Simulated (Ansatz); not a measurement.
## Mg2Si: all-electron results

```
Mg Si
1.0
     0.00000    3.19500    3.19500
     3.19500    0.00000    3.19500
     3.19500    3.19500    0.00000
Mg Si
2 1
Direct
  0.25000 0.25000 0.25000
  0.75000 0.75000 0.75000
  0.00000 0.00000 0.00000
```

Atom numbers follow the list: Mg1, Mg2, Si3.

The cell is COD entry 9009039, as deposited and not checked against the literature; nothing was relaxed. It differs from other determinations.

Levels of theory: DFT, PBE, all-electron LAPW, scalar-relativistic (Ansatz 0.2.0); DFT, PBE, PAW with Ansatz's default frozen-core files, scalar-relativistic (Ansatz 0.2.0).

For LAPW: a Γ-centred 9×9×9 k mesh, Fermi–Dirac smearing of 0.05 eV, basis error target 0.5 meV/atom, no spin polarisation. PAW takes a cutoff of 420 eV at this cell. The Ansatz runs share mesh, smearing and spin set-up. Values come from LAPW unless marked.

```
Löwdin charges (with 0.36 e of the cell spilling out of the atomic basis, so their sizes and signs hang on that basis) : Mg1 1.29, Si3 -2.23 e
Smallest direct gap on the path                                                                                        : 1.77 eV
Bader charges (from the PAW run)                                                                                       : Mg1 +1.48, Si3 -2.96 e
Volume per atom                                                                                                        : 21.74 Å³
```

Question: Pressure at this cell: what does the calculation give?

Answer: -6.5 kbar.

Question: Band gap: what does the calculation give?

Answer: 0.23 eV, indirect from Γ to X (0.5, 0, 0.5) (so small a gap may close at points that the mesh and path miss).
